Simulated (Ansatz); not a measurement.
# BeS: the cost of one run

Program: Ansatz 0.2.0. Level of theory: DFT PBE, scalar-relativistic, plane waves, PAW. These are calculated values, not measurements.

## 1. The structure to begin with

It takes space group Fd-3m (No. 227, cubic). The conventional cell has a = 6.213 Å, b = 6.213 Å, c = 6.213 Å, α = 90.00°, β = 90.00°, γ = 90.00°. Around Be (site symmetry -43m) lie 4 Be at 2.69 Å and 4 S at 2.69 Å. Around S (site symmetry -43m) lie 4 Be at 2.69 Å and 4 S at 2.69 Å.

Coordinates:

```
Be S
1.0
     0.00000    3.10633    3.10633
     3.10633    0.00000    3.10633
     3.10633    3.10633    0.00000
Be S
2 2
Direct
  0.50000 0.50000 0.50000
  0.75000 0.75000 0.75000
  0.00000 0.00000 0.00000
  0.25000 0.25000 0.25000
```

This is candidate A: NaTl (B32) type (Fd-3m, No. 227).

(A quick probe on a coarse mesh, which set the mesh and smearing, is not shown.)

## 3. Coarse relaxation (candidate A)

Input file input.yaml:

```yaml
crystal:
  lattice:
    - [0.0, 3.1063293736, 3.1063293736]
    - [3.1063293736, 0.0, 3.1063293736]
    - [3.1063293736, 3.1063293736, 0.0]
  atoms:
    - { symbol: Be, position: [0.5, 0.5, 0.5] }
    - { symbol: Be, position: [0.75, 0.75, 0.75] }
    - { symbol: S, position: [0.0, 0.0, 0.0] }
    - { symbol: S, position: [0.25, 0.25, 0.25] }
basis:
  ecutwfc: 420
kpoints:
  mp_grid: { grid: [6, 6, 6] }
hamiltonian:
  xc: pbe
scf:
  occupations: { method: gaussian, width: 0.1 }
  lower_state_search: "off"
output:
  forces: true
  stress: true
  eigenvalues: true
relax:
  adjacent_minimum: "off"
  f_tol: 0.04
  max_steps: 70
  cell: { stress_tol: 0.4 }
```

Run with:

```sh
ansatz run input.yaml --threads 1 --pin off --max-ram 2560MiB --backend cpu --events-out ev --progress --plain --runs-dir out
```

**Question.** How long does this run take on 1 thread of Arm Neoverse V2, shared host, and how much memory does it need?

About 2.9 s, with a peak of 0.29 GiB.
